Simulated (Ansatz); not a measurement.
From C to Sn: the atomisation energy (no zero-point term)

One atom is swapped for its congeners: C3H2N2 (malononitrile) `N#CCC#N`; GeH2(CN)2; SnH2(CN)2. The Si member is missing. All are singlets with charge 0.

Shapes, held fixed at every level: PBE0-D4/def2-TZVP. Programs: Ansatz 0.2.0. Values in eV.

| level | C3H2N2 | GeH2(CN)2 | SnH2(CN)2 |
| --- | --- | --- | --- |
| HF/def2-SVP | 23.35 | 19.56 | 18.01 |
| HF/def2-TZVPP | 22.95 | 19.42 | 18.08 |
| PBE0-D4/def2-TZVPP | 35.15 | 30.35 | 28.86 |
| r2SCAN0-D4/def2-TZVPP | 33.56 | 29.10 | 27.57 |
| B2PLYP/def2-TZVPP | 34.76 | 30.30 | 28.79 |
| CCSD/def2-TZVPP | 32.71 | 28.67 | 27.21 |
| CCSD(T)/def2-TZVPP | 33.61 | 29.53 | 28.09 |

At CCSD(T)/def2-TZVPP the atomisation energy falls at every step, from 33.61 to 28.09 eV. Every level shows the same order. For atoms past krypton def2 sets carry core potentials with scalar relativity. Relativity is left out for Ge unless named. Correlated rows may include outer-core shells of Ge, Sn, which these sets cover unevenly. Spin-orbit coupling, which grows down the group, is left out (summed over each molecule's free atoms 0.01, 0.13, 0.31 eV).
